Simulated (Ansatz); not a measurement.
CoPt (L1₀ or tetragonal B2, P4/mmm), PBE (plane waves, PAW; program Ansatz), all energies at zero smearing, with the estimated change up to a 700 eV cutoff added, with one set of potentials and settings (totals compare only within such a set). Cell of 2 atoms (1 Co, 1 Pt): -17649.343 eV.

```csv
element,reference phase,E (eV/atom)
Co,"P6_3/mmc, 2 atoms in the cell, spin-polarised",-5126.1559
Pt,"Fm-3m, 1 atoms in the cell",-12523.0127
```

Formation energy per atom, worked out: (-17649.343 − 1×(-5126.1559) − 1×(-12523.0127))/2 = -0.087 eV/atom (-8 kJ per mol of atoms), at 0 K, without zero-point energy or fitted corrections.

Symmetry was held in the PBE relaxation. The final state is ferromagnetic, chosen from 5 collinear starts compared on coarse meshes (ties went to the first, and starts can fall back to one state), not a proven ground state. Textbook magnetic order: ferromagnetic. The references are the lowest solids computed at this level, not always the standard phases. Scalar-relativistic: spin–orbit coupling is off unless named, which matters more the heavier the elements.

Potentials: the later of the program's two PAW sets.
